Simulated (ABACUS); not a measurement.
# Tc (P6_3/mmc) in ABACUS: a series of runs, part 2 of 2

ABACUS 3.10.1.

## (3) Single point, PBE (atoms moved at random, drawn with an rms of 0.05 Å)

The input, INPUT:

```
INPUT_PARAMETERS
suffix              Tc
calculation         scf
basis_type          lcao
pseudo_dir          ./
orbital_dir         ./
symmetry            1
dft_functional      pbe
ecutwfc             100
pseudo_rcut         10
nspin               1
nbands              19
ks_solver           genelpa
smearing_method     fd
smearing_sigma      0.00367493
scf_thr             1e-07
scf_nmax            100
mixing_type         broyden
mixing_beta         0.7
cal_force           1
cal_stress          1
out_mul             1
out_chg             1
out_pot             2
out_elf             1
```

The input, STRU:

```
ATOMIC_SPECIES
Tc 97.9072 Tc.upf

NUMERICAL_ORBITAL
Tc_confined-atom_7au_3s2p2d1f.orb

LATTICE_CONSTANT
1.8897261246

LATTICE_VECTORS
2.7400000000 0.0000000000 0.0000000000
-1.3700000000 2.3729096064 0.0000000000
0.0000000000 0.0000000000 4.3980000000

ATOMIC_POSITIONS
Direct

Tc
0.0
2
0.6499490000 0.3300850000 0.7450650000 1 1 1
0.3411890000 0.6657310000 0.2615210000 1 1 1
```

The input, KPT:

```
K_POINTS
0
Gamma
11 11 6 0 0 0
```

Potentials or basis: PseudoDojo NC SR 0.4.1 PBE standard, DZP LCAO (the cutoffs set its grid).

Command:

```
> OMP_NUM_THREADS=1 mpirun -np 4 abacus > log
```

running log:

```text
ABACUS v3.10.1

               Atomic-orbital Based Ab-initio Computation at UStc

 ------------------------------------------------------------------------------------

 READING GENERAL INFORMATION
                           global_out_dir = OUT.Tc/
                           global_in_card = INPUT
                               pseudo_dir = ./
                              orbital_dir = ./
                                    DSIZE = 4
                                    GSIZE = 1

 READING UNITCELL INFORMATION
                                    ntype = 1
                  lattice constant (Bohr) = 1.88973
              lattice constant (Angstrom) = 1

 READING ATOM TYPE 1
                               atom label = Tc
                      L=0, number of zeta = 3
                      L=1, number of zeta = 2
                      L=2, number of zeta = 2
                      L=3, number of zeta = 1
             number of atom for this type = 2

                        TOTAL ATOM NUMBER = 2
DIRECT COORDINATES
    atom                   x                   y                   z     mag                  vx                  vy                  vz
taud_Tc1            0.6499490000        0.3300850000        0.7450650000  0.0000        0.0000000000        0.0000000000        0.0000000000
taud_Tc2            0.3411890000        0.6657310000        0.2615210000  0.0000        0.0000000000        0.0000000000        0.0000000000

                          Volume (Bohr^3) = 192.967
                             Volume (A^3) = 28.5948

 Lattice vectors: (Cartesian coordinate: in unit of a_0)
                +2.74                  +0                  +0
                -1.37            +2.37291                  +0
                   +0                  +0              +4.398
 Reciprocal vectors: (Cartesian coordinate: in unit of 2 pi/a_0)
            +0.364964           +0.210712                  -0
                   -0           +0.421424                  -0
                   +0                  -0           +0.227376
 The esolver type has been set to : ksdft_lcao

                PAO radial cut off (Bohr) = 10

 Read in pseudopotential file is Tc.upf
                     pseudopotential type = NC
          exchange-correlation functional = PBE
                 nonlocal core correction = 1
                        valence electrons = 15
                                     lmax = 2
                           number of zeta = 4
                     number of projectors = 6
                           L of projector = 0
                           L of projector = 0
                           L of projector = 1
                           L of projector = 1
                           L of projector = 2
                           L of projector = 2
     initial pseudo atomic orbital number = 20

 SETUP THE ELECTRONS NUMBER
            electron number of element Tc = 15
      total electron number of element Tc = 30
            AUTOSET number of electrons:  = 30
                           occupied bands = 15
                                   NLOCAL = 52
                                   NBANDS = 19
                                   NBANDS = 19
                                   NLOCAL = 52

%%%%%%%%%%%%%%%%%%%%%%%%%%%%%%%%%%%%%%%%%%%%%%%%%%%%%%%%%%%%%%%%%%%%%%%%%%%%%%%%%%%%%%%%%%%%%%%%%%%%%%%%%%
 Warning: the number of valence electrons in pseudopotential > 7 for Tc: [Kr] 4d5 5s2
 Pseudopotentials with additional electrons can yield (more) accurate outcomes, but may be less efficient.
 If you're confident that your chosen pseudopotential is appropriate, you can safely ignore this warning.
%%%%%%%%%%%%%%%%%%%%%%%%%%%%%%%%%%%%%%%%%%%%%%%%%%%%%%%%%%%%%%%%%%%%%%%%%%%%%%%%%%%%%%%%%%%%%%%%%%%%%%%%%%

[... 118 lines left out ...]
[... 334 further k points ...]

                               nkstot now = 364
[... K-POINTS DIRECT COORDINATES: 364 rows ...]

           k-point number in this process = 364
       minimum distributed K point number = 364
[... stars of the k points ...]

[... K-POINTS CARTESIAN COORDINATES: 364 rows ...]

[... K-POINTS DIRECT COORDINATES: 364 rows ...]

 SETUP PLANE WAVES FOR WAVE FUNCTIONS
     energy cutoff for wavefunc (unit:Ry) = 100
              fft grid for wave functions = [ 36, 36, 54 ]
                    number of plane waves = 4571
                         number of sticks = 235

 PARALLEL PW FOR WAVE FUNCTIONS
     PROC   COLUMNS(POT)             PW
        1             59           1143
        2             59           1143
        3             58           1142
        4             59           1143
 --------------- sum -------------------
        4            235           4571

 SET NONLOCAL PSEUDOPOTENTIAL PROJECTORS
[... 5 lines left out ...]

 SETUP SEARCHING RADIUS FOR PROGRAM TO SEARCH ADJACENT ATOMS
                  longest orb rcut (Bohr) = 7
   longest nonlocal projector rcut (Bohr) = 1.42
                     search radius (Bohr) = 16.8
              searching radius is (Bohr)) = 16.8
         searching radius unit is (Bohr)) = 1.89
                         PeriodicBoundary = 1
                        Radius(unit:lat0) = 8.91
                                   glayer = [ 5, 5, 4 ]
                             glayer_minus = [ 4, 4, 3 ]

Find the coordinate range of the input atom(unit:lat0).
                                  min_tau = [ -16.4, -8.71, -12 ]
                                  max_tau = [ 17.8, 11.1, 16.5 ]
                                BoxNumber = [ 9, 9, 7 ]

 SETUP EXTENDED REAL SPACE GRID FOR GRID INTEGRATION
                          real space grid = [ 36, 36, 54 ]
                 big cell numbers in grid = [ 9, 9, 27 ]
             meshcell numbers in big cell = [ 4, 4, 2 ]
                        extended fft grid = [ 15, 15, 23 ]
                dimension of extened grid = [ 40, 40, 74 ]
                            UnitCellTotal = 75
              Atom number in sub-FFT-grid = 2
    Local orbitals number in sub-FFT-grid = 52
                                ParaV.nnr = 46306
                                 init_chg = atomic

 LCAO ALGORITHM --------------- ION=   1  ELEC=   1--------------------------------

 Density error is 0.034447807431
----------------------------------------------------------
     Energy           Rydberg                 eV
----------------------------------------------------------
 E_KohnSham     -339.3600142841      -4617.2298676254
 E_Harris       -341.4293765926      -4645.3849862470
 E_Fermi        1.6970323285         23.0893093571
----------------------------------------------------------
[... 80 lines left out ...]
 Density error is 2.19293696996e-08
----------------------------------------------------------
     Energy           Rydberg                 eV
----------------------------------------------------------
 E_KohnSham     -339.3727980569      -4617.4037997778
 E_KS(sigma->0) -339.3722137063      -4617.3958492800
 E_Harris       -339.3727982350      -4617.4038022000
 E_band         -6.4541872401        -87.8137224236
 E_one_elec     -46.6999117864       -635.3848963923
 E_Hartree      44.8455358068        610.1548168354
 E_xc           -54.4209255232       -740.4346775494
 E_Ewald        -283.0963278529      -3851.7231416759
 E_entropy(-TS) -0.0011687012        -0.0159009956
 E_descf        0.0000000000         0.0000000000
 E_exx          0.0000000000         0.0000000000
 E_Fermi        1.6665513119         22.6745938510
----------------------------------------------------------

 charge density convergence is achieved
 final etot is -4617.4037998 eV
 EFERMI = 22.674593851 eV
The vacuum level is 21.530898421 eV

 STATE ENERGY(eV) AND OCCUPATIONS    NSPIN == 1
 1/364 kpoint (Cartesian) = 0.0000 0.0000 0.0000 (825 pws)
       1       -44.1273     0.00275482
       2       -43.8773     0.00275482
       3       -16.7601     0.00275482
       4       -15.6612     0.00275482
       5       -15.6288     0.00275482
       6       -15.4685     0.00275482
[... 104 lines left out ...]
       6       -15.9321     0.00550964
[... 11 lines left out ...]
      18        26.0851    1.31060e-32
      19        27.1808    3.98791e-42

[... levels at 358 further k points ...]

 correction force for each atom along direction 1 is -2.83809e-07
 correction force for each atom along direction 2 is -2.92718e-06
 correction force for each atom along direction 3 is 3.58198e-06
------------------------------------------------------------------------------------------
 TOTAL-FORCE (eV/Angstrom)
------------------------------------------------------------------------------------------
                       Tc1         0.1872566546         0.0095031258         0.2085692300
                       Tc2        -0.1872566546        -0.0095031258        -0.2085692300
------------------------------------------------------------------------------------------

----------------------------------------------------------------
 TOTAL-STRESS (KBAR)
----------------------------------------------------------------
        58.5259002391       -12.0377479276        10.6147849059
       -12.0377479276        63.7537077056         0.8644786991
        10.6147849059         0.8644786991        58.0678249712
----------------------------------------------------------------
 TOTAL-PRESSURE: 60.115811 KBAR

 --------------------------------------------
 !FINAL_ETOT_IS -4617.4037997777868441 eV
 --------------------------------------------
```

It took 13 s on 4 MPI ranks of Intel Xeon at 2.80GHz (Skylake/Cascade Lake), shared host; peak memory 0.48 GiB.

What came out:

```
Free energy            : -4617.4038 eV
Pressure               : 6.0 GPa
Largest force          : 0.280 eV/Å
Band gap on the k mesh : none (metal or under the smearing width)
```

Forces in eV/Å, atoms in the order of the input:
```
Tc   0.187  0.010  0.209
Tc  -0.187 -0.010 -0.209
```

Caveat: the atomic orbitals were generated for these runs and aren't a published set; the basis of atomic orbitals isn't converged, which shifts pressures, moduli and gaps.

## (4) Single point, PBE

Edit INPUT of step 3 so:

```diff
@@ -22,4 +22 @@
 out_mul             1
-out_chg             1
-out_pot             2
-out_elf             1
```

The input, STRU:

```
ATOMIC_SPECIES
Tc 97.9072 Tc.upf

NUMERICAL_ORBITAL
Tc_confined-atom_7au_2s1p1d.orb

LATTICE_CONSTANT
1.8897261246

LATTICE_VECTORS
2.7400000000 0.0000000000 0.0000000000
-1.3700000000 2.3729096064 0.0000000000
0.0000000000 0.0000000000 4.3980000000

ATOMIC_POSITIONS
Direct

Tc
0.0
2
0.6666666667 0.3333333333 0.7500000000 1 1 1
0.3333333333 0.6666666667 0.2500000000 1 1 1
```

KPT is that of step 3.

Potentials or basis: PseudoDojo NC SR 0.4.1 PBE standard, SZ LCAO (the cutoffs set its grid).

Command:

```
> OMP_NUM_THREADS=1 mpirun -np 4 abacus > log
```

It took 2.2 s on 4 MPI ranks of Intel Xeon at 2.80GHz (Skylake/Cascade Lake), shared host; peak memory 0.4 GiB.

The run converged, but some of its settings lie outside the range that counts as converged, so its numbers aren't taken as properties of the crystal.

Results:

```yaml
Free_energy: -4613.3588 eV
Pressure: 12.7 GPa
Band_gap_on_the_k_mesh: none (metal or under the smearing width)
```

Caveat: the atomic orbitals were generated for these runs and aren't a published set; the basis of atomic orbitals isn't converged, which shifts pressures, moduli and gaps.

## (5) The reference run

An earlier run on the cell as given: functional PBE; potentials or basis PseudoDojo NC SR 0.4.1 PBE standard; cutoff 1143 eV; density cutoff 4572 eV; basis plane waves; k mesh 11 × 11 × 6; occupations fermi-dirac, width 0.05 eV; no spin polarisation.

* Pressure: 3.3 GPa
* Band gap on the k mesh: none (metal or under the smearing width)

## (6) The runs side by side

| potentials or basis | cell | cutoff (eV) | orbital files | SCF threshold on the density | eigensolver | gap on the mesh (eV) | pressure (GPa) |
| --- | --- | --- | --- | --- | --- | --- | --- |
| PseudoDojo NC SR 0.4.1 PBE standard, DZP LCAO (the cutoffs set its grid) | as given | 1361 | Tc Tc_confined-atom_7au_3s2p2d1f.orb | 1e-07 | genelpa | none | 5.3 |
| PseudoDojo NC SR 0.4.1 PBE standard, DZP LCAO (the cutoffs set its grid) | atoms moved at random, drawn with an rms of 0.05 Å | 1361 | Tc Tc_confined-atom_7au_3s2p2d1f.orb | 1e-07 | genelpa | none | 6.0 |
| PseudoDojo NC SR 0.4.1 PBE standard, plane waves | as given | 1143 | - | 1e-08 | dav | none | 3.3 |

Alike in all rows: task single point; level PBE; no spin polarisation; k mesh 11 × 11 × 6; smearing fermi-dirac 0.05 eV.

Caveats: the atomic orbitals were generated for these runs and aren't a published set (some runs); the basis of atomic orbitals isn't converged, which shifts pressures, moduli and gaps (some runs).

Absolute energies hang on the potentials; compare differences alone.
